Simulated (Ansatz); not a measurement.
Space group P-6m2 (No. 187). a = 2.950 Å, b = 2.950 Å, c = 2.898 Å, α = 90.00°, β = 90.00°, γ = 120.00°
```
atom  site  symmetry       x       y       z
  Ta    1d      -6m2  0.3333  0.6667  0.5000
   N    1a      -6m2  0.0000  0.0000  0.0000
```

Equation of state of this TaN structure (not necessarily the ground state), with shape and atoms relaxed at each volume where symmetry leaves them free. It has no gap at any of these volumes. These are results of DFT PBE, scalar-relativistic, plane waves, PAW in Ansatz, not measurements.

Settings: cutoff 420 eV, Γ-centred mesh 24×24×20 on the computed 2-atom cell, Gaussian smearing of 0.10 eV; no spin polarisation.

```csv
V (Å³/atom),E − E(largest V) (meV/atom),P (GPa)
9.611,110.42,56.67
9.938,13.17,38.92
10.266,-50.55,23.81
10.594,-85.74,10.95
10.921,-96.64,0.00
11.249,-86.85,-9.33
11.576,-59.45,-17.26
12.013,0.00,-26.02
```

Problem. Fit a third-order Birch–Murnaghan equation, E = E0 + (9V0B0/16)·[(x − 1)³B0' + (x − 1)²(6 − 4x)] with x = (V0/V)^(2/3), to E(V).

Solution. V0 = 10.92 Å³/atom, B0 = 336 GPa, B0' = 4.3.

Spin-orbit coupling is left out, which matters for the bands of heavy elements.

It was relaxed from a cell as deposited in COD.
